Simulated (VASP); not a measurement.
# GaAs (F-43m) in VASP: notebook

The runs below take GaAs through single point, relaxation of cell and atoms, with PBEsol, HSE06+D3(BJ), PBE, PBE+D3.

All numbers are computed with VASP 6.6.1; they aren't measurements. Logs are shortened: lines on timing, memory, paths and dates and some standing lists are left out, and cuts for length are marked.

**Experimental background.**

From “Evidence of valence band perturbations in GaAsN/GaAs(001): A combined variable-angle spectroscopic ellipsometry and modulated photoreflectance investigation”, 2008, arxiv:0805.2212, for a bulk crystal of GaAs at 300 K: band gap 1.412 ± 0.01 eV (direct).

The results are compared with them further down.

## Step 1: The structure

Symmetry: F-43m, No. 216, cubic system. Conventional cell: a = 5.654 Å, b = 5.654 Å, c = 5.654 Å, α = 90.00°, β = 90.00°, γ = 90.00°. As (site symmetry -43m) has 4 Ga at 2.45 Å as nearest neighbours. Around Ga (site symmetry -43m) lie 4 As at 2.45 Å.

## Step 2: Single point, PBEsol

The input, run.py:

```python
from ase.calculators.vasp import Vasp
from ase.dft.bandgap import bandgap
from ase.spacegroup import crystal

atoms = crystal(
    ['As', 'Ga'],
    basis=[[0.25, 0.25, 0.25], [0.0, 0.0, 0.0]],
    spacegroup=216,
    setting=1,
    cellpar=[5.6537, 5.6537, 5.6537, 90.0, 90.0, 90.0],
    primitive_cell=True,
)
calc = Vasp(
    directory='calc',
    xc='pbesol',
    pp='PBE',
    setups='recommended',
    pp_version='54',
    prec='Accurate',
    encut=520,
    ediff=1e-06,
    ismear=0,
    sigma=0.1,
    lreal=False,
    lasph=True,
    nelm=80,
    algo='Normal',
    isif=2,
    lwave=False,
    lcharg=False,
    kpts=[8, 8, 8],
    gamma=True,
)
atoms.calc = calc

print('energy (eV):', atoms.get_potential_energy())
print('free energy (eV):', atoms.get_potential_energy(force_consistent=True))
print('forces (eV/A):')
print(atoms.get_forces())
print('stress (eV/A^3, Voigt):', atoms.get_stress())
print('Fermi level (eV):', calc.get_fermi_level())
gap, top, bottom = bandgap(calc)
print('band gap (eV):', gap, 'from (spin, k, band)', top, 'to', bottom)
```

Potentials or basis: VASP PAW PBE potentials, release 54 (As, Ga_d).

Started as:

```sh
$ python run.py
```

The program printed:

```text
energy (eV): -9.08725924
free energy (eV): -9.0872603
forces (eV/A):
[[-0.  0. -0.]
 [ 0. -0.  0.]]
stress (eV/A^3, Voigt): [-0.00205239 -0.00205239 -0.00205239 -0.          0.         -0.        ]
Fermi level (eV): 4.04458808
band gap (eV): 0.4552999999999998 from (spin, k, band) (0, np.int64(0), np.int64(8)) to (0, np.int64(0), np.int64(9))
```

OUTCAR:

```text
ENCUT = 520.000000
   EDIFF = 1.00e-06
   GGA = PS
   PREC = Accurate
   ISIF = 2
   ISMEAR = 0
   NELM = 80
   LASPH = .TRUE.
   LREAL = .FALSE.

 ion  position               nearest neighbor table
   1  0.250  0.250  0.250-   2 2.45   2 2.45   2 2.45   2 2.45
   2  0.000  0.000  0.000-   1 2.45   1 2.45   1 2.45   1 2.45

  LATTYP: Found a face centered cubic cell.
 ALAT       =     5.6537000000

  Lattice vectors:

 A1 = (   0.0000000000,   2.8268500000,   2.8268500000)
 A2 = (   2.8268500000,   0.0000000000,   2.8268500000)
 A3 = (   2.8268500000,   2.8268500000,   0.0000000000)

Analysis of symmetry for initial positions (statically):
=====================================================================
 Subroutine PRICEL returns:
 Original cell was already a primitive cell.

 Routine SETGRP: Setting up the symmetry group for a
 face centered cubic supercell.

 Subroutine GETGRP returns: Found 24 space group operations
 (whereof 24 operations were pure point group operations)
 out of a pool of 48 trial point group operations.

The static configuration has the point symmetry T_d .

Analysis of symmetry for dynamics (positions and initial velocities):
=====================================================================
 Subroutine PRICEL returns:
 Original cell was already a primitive cell.

 Routine SETGRP: Setting up the symmetry group for a
 face centered cubic supercell.

 Subroutine GETGRP returns: Found 24 space group operations
 (whereof 24 operations were pure point group operations)
 out of a pool of 48 trial point group operations.

The dynamic configuration has the point symmetry T_d .

[... 142 lines left out ...]

 Free energy of the ion-electron system (eV)
  ---------------------------------------------------
  ext. energy  EPLUGINS =         0.00000000
  ---------------------------------------------------
  free energy    TOTEN  =        -9.08726030 eV

  energy without entropy =       -9.08725818  energy(sigma->0) =       -9.08725924

 E-fermi :   4.0446     XC(G=0):  -9.7723

 val. band max:        3.8057798335   @ k =   0.0000   0.0000   0.0000
 cond. band min:       4.2611263299   @ k =   0.0000   0.0000   0.0000
 fundamental gap:      0.4553464965
 Fermi energy:         4.0445880755

 k-point     1 :       0.0000    0.0000    0.0000
  band No.  band energies     occupation
      1     -10.9709      2.00000
      2     -10.9709      2.00000
      3     -10.9709      2.00000
      4     -10.8909      2.00000
      5     -10.8909      2.00000
      6      -8.9467      2.00000
      7       3.8058      1.99927
      8       3.8058      1.99927
      9       3.8058      1.99927
     10       4.2611      0.00220
     11       7.4950      0.00000
     12       7.4950      0.00000
     13       7.4950      0.00000
[... 434 lines left out ...]
  band No.  band energies     occupation
      1     -11.0712      2.00000
      2     -10.9398      2.00000
      3     -10.9261      2.00000
      4     -10.9021      2.00000
      5     -10.8869      2.00000
      6      -6.3646      2.00000
      7      -2.8555      2.00000
      8       0.2300      2.00000
      9       0.4210      2.00000
     10       8.3999      0.00000
     11       8.4337      0.00000
     12       9.1485      0.00000
     13       9.7414      0.00000

------------------------ aborting loop because EDIFF is reached ----------------------------------------

  FORCE on cell =-STRESS in cart. coord.  units (eV):
  Direction    XX          YY          ZZ          XY          YZ          ZX
  --------------------------------------------------------------------------------------
  -------------------------------------------------------------------------------------
  Total        0.0927251      0.0927251      0.0927251      0.0000000      0.0000000     -0.0000000
  in kB        3.2882854      3.2882854      3.2882854      0.0000000      0.0000000     -0.0000000
  external PRESSURE =       3.2882854 kB  Pullay stress =       0.0000000 kB

 VOLUME and BASIS-vectors are now :
 -----------------------------------------------------------------------------
  energy-cutoff  :      520.00
  volume of cell :       45.18
      direct lattice vectors                 reciprocal lattice vectors
     0.000000000  2.826850000  2.826850000    -0.176875321  0.176875321  0.176875321
     2.826850000  0.000000000  2.826850000     0.176875321 -0.176875321  0.176875321
     2.826850000  2.826850000  0.000000000     0.176875321  0.176875321 -0.176875321

 POSITION                                       TOTAL-FORCE (eV/Angst)
 -----------------------------------------------------------------------------------
      1.41342      1.41342      1.41342        -0.000000      0.000000     -0.000000
      0.00000      0.00000      0.00000         0.000000     -0.000000      0.000000
 -----------------------------------------------------------------------------------
    total drift:                               -0.000000     -0.000000      0.000000

  FREE ENERGIE OF THE ION-ELECTRON SYSTEM (eV)
  ---------------------------------------------------
  free  energy   TOTEN  =        -9.0872603007 eV

  energy  without entropy=       -9.0872581844  energy(sigma->0) =       -9.08725924
```

INCAR:

```text
ENCUT = 520.000000
SIGMA = 0.100000
EDIFF = 1.00e-06
ALGO = Normal
GGA = PS
PREC = Accurate
ISIF = 2
ISMEAR = 0
NELM = 80
LASPH = .TRUE.
LCHARG = .FALSE.
LWAVE = .FALSE.
LREAL = .FALSE.
```

It took 22 s on 1 thread of Intel Xeon Platinum 8488C (Sapphire Rapids), shared host; peak memory 0.17 GiB.

What came out:

```
Free energy            : -9.0873 eV
Pressure               : 0.3 GPa
Band gap on the k mesh : 0.46 eV, direct
```

Caveat: the PAW data sets were made with another functional, which shifts forces and pressure a little.

## Step 3: Single point, HSE06+D3(BJ)

The input, run.py:

```python
from ase.calculators.vasp import Vasp
from ase.dft.bandgap import bandgap
from ase.io import read

atoms = read('GaAs.cif')
calc = Vasp(
    directory='calc',
    xc='hse06',
    pp='PBE',
    setups='minimal',
    prec='Accurate',
    encut=500,
    ediff=1e-07,
    ismear=0,
    sigma=0.05,
    lreal=False,
    lasph=True,
    nelm=100,
    algo='Normal',
    isif=2,
    lwave=False,
    lcharg=False,
    precfock='Fast',
    ivdw=12,
    vdw_s6=1.0,
    vdw_s8=2.31,
    vdw_a1=0.383,
    vdw_a2=5.685,
    kpts=[4, 4, 4],
    gamma=True,
    nbands=11,
)
atoms.calc = calc

print('energy (eV):', atoms.get_potential_energy())
print('free energy (eV):', atoms.get_potential_energy(force_consistent=True))
print('forces (eV/A):')
print(atoms.get_forces())
print('stress (eV/A^3, Voigt):', atoms.get_stress())
print('Fermi level (eV):', calc.get_fermi_level())
gap, top, bottom = bandgap(calc)
print('band gap (eV):', gap, 'from (spin, k, band)', top, 'to', bottom)
```

The input, GaAs.cif:

```cif
data_GaAs
_cell_length_a 3.99776961
_cell_length_b 3.99776961
_cell_length_c 3.99776961
_cell_angle_alpha 60.00000000
_cell_angle_beta 60.00000000
_cell_angle_gamma 60.00000000
_space_group_name_H-M_alt 'P1'
_space_group_name_Hall 'P 1'
_space_group_IT_number 1
loop_
_space_group_symop_operation_xyz
'x,y,z'
loop_
_atom_site_label
_atom_site_type_symbol
_atom_site_symmetry_multiplicity
_atom_site_Wyckoff_symbol
_atom_site_fract_x
_atom_site_fract_y
_atom_site_fract_z
_atom_site_occupancy
As1 As 1 a 0.7500000000 0.7500000000 0.7500000000 1
Ga1 Ga 1 a 0.0000000000 0.0000000000 0.0000000000 1
```

Potentials or basis: VASP PAW PBE potentials, release 64 (As, Ga).

Started as:

```sh
$ python run.py
```

Wall time 2.4 min (1 thread of Intel Xeon Platinum 8488C (Sapphire Rapids), shared host); peak memory 0.28 GiB.

Results (log left out):

* Free energy: -10.6108 eV
* Pressure: -2.1 GPa
* Band gap on the k mesh: 1.49 eV, direct
* Dispersion energy per atom: -0.413 eV

Levels at points of the mesh, in eV from the valence-band top:
| k point | band 1 | band 2 | band 3 | band 4 | band 5 | band 6 | band 7 | band 8 |
| --- | --- | --- | --- | --- | --- | --- | --- | --- |
| (0.00, 0.00, 0.00) | -13.93 | 0.00 | 0.00 | 0.00 | 1.49 | 4.57 | 4.57 | 4.57 |
| (0.50, 0.00, 0.00) | -12.09 | -7.19 | -1.23 | -1.23 | 1.82 | 5.50 | 5.50 | 8.72 |
| (0.50, 0.50, 0.00) | -11.28 | -7.39 | -2.89 | -2.89 | 2.12 | 2.39 | 11.54 | 11.54 |

Caveat: the k mesh is coarse (spacing up to 0.48 Å⁻¹), so the values aren't converged, least of all with exact exchange; the PAW data sets were made with another functional, which shifts forces and pressure a little.

(Continued in part 2 of 2.)
